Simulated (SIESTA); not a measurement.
Runs of SIESTA 5.4.2 on Ge. It takes space group Fd-3m (No. 227, cubic). The conventional cell has a = 5.658 Å, b = 5.658 Å, c = 5.658 Å, α = 90.00°, β = 90.00°, γ = 90.00°. Ge (site symmetry -43m) has 4 Ge at 2.45 Å as nearest neighbours. 

```csv
task,level,potentials or basis,spin,k mesh,gap on the mesh (eV),pressure (GPa)
band structure,PBE,"PseudoDojo 0.4 standard (PBE files), DZP (energy shift 0.003 Ry; two zetas on semicore shells)",off,8 × 8 × 8,(a),5.1
band structure,vdW-DF-cx,"PseudoDojo 0.4 standard (PBE files), DZP (energy shift 0.003 Ry; two zetas on semicore shells)",off,8 × 8 × 8,none,3.3
band structure,PBE,"PseudoDojo 0.4 standard (PBE files), TZP (energy shift 0.003 Ry; two zetas on semicore shells)",off,8 × 8 × 8,none,4.7
band structure,PBE,"PseudoDojo 0.4 standard (PBE files, fully relativistic), DZP (energy shift 0.003 Ry; two zetas on semicore shells)","non-collinear, zero start, SOC",6 × 6 × 6,none,5.1
```

Alike in all rows: cell as given; smearing fermi-dirac 0.05 eV; grid cutoff 800 Ry; energy shift 0.003 Ry.

Q: Fill in the values left out.

A: (a) 0.07.

Caveats: the basis of atomic orbitals isn't converged, which shifts pressures, moduli and gaps; the potentials were made for another functional, which shifts forces and pressure (some runs).

A k mesh can miss the band edges, and rows without SOC leave out spin-orbit coupling on Ge.

A gap of «none» marks a metal or a gap under the smearing width.
